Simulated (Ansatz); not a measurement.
## ZnCu: moving Cu off its site

ZnCu, Pm-3m, a = 2.945 Å (as given, not relaxed at this level: 2.3 GPa). The structure is a COD entry; whether it is the stable form wasn't checked. Ansatz: PBE, PAW, 420 eV, Γ-centred 16×16×16 mesh on 2 atoms, Gaussian smearing 0.15 eV; no spin polarisation.

```yaml
crystal:
  lattice:
    - [2.94500, 0.00000, 0.00000]
    - [0.00000, 2.94500, 0.00000]
    - [0.00000, 0.00000, 2.94500]
  atoms:
    - { symbol: Zn, position: [0.50000, 0.50000, 0.50000] }
    - { symbol: Cu, position: [0.00000, 0.00000, 0.00000] }
```

Atom 2 (Cu) moves by x along the unit vector (-0.577, -0.577, -0.577), with its periodic images; all else is held. y is the free energy of the cell over the start, F the force along the path summed over the moved atoms. Symmetry makes y even in x.

```
  x (Å) y (meV) F (eV/Å)
-0.1000    24.36      0.49
-0.0500     6.03      0.24
 0.0000     0.00      0.00
 0.0125     0.38     -0.06
 0.0250     1.50     -0.12
 0.0375     3.39     -0.18
 0.0625     9.44     -0.30
 0.0750        ?         ?
 0.0875    18.59     -0.43
```

Fit y = c2 x² + c4 x⁴ to the energies of the other rows, give the force constant, and predict energy and force of the missing row.

Least squares on the rows shown. y = 2404.0 x² + 3190.1 x⁴. The force constant is 2 c2 = 4.81 eV/Å², for the cell as given, at 2.3 GPa (for all images moving together, not for a lone atom). With two atoms in a cubic cell this is the optical mode at Γ (in a metal it hangs on mesh and smearing): ω = 521.5 √(2 c2/μ) = 201 cm⁻¹ for μ = 32.22 u. The force −dy/dx at the missing row is -0.37 eV/Å (computed -0.37). At x = 0.0750 the fit asked for gives 13.62 meV. The run gave 13.62 meV, the same to the digits shown.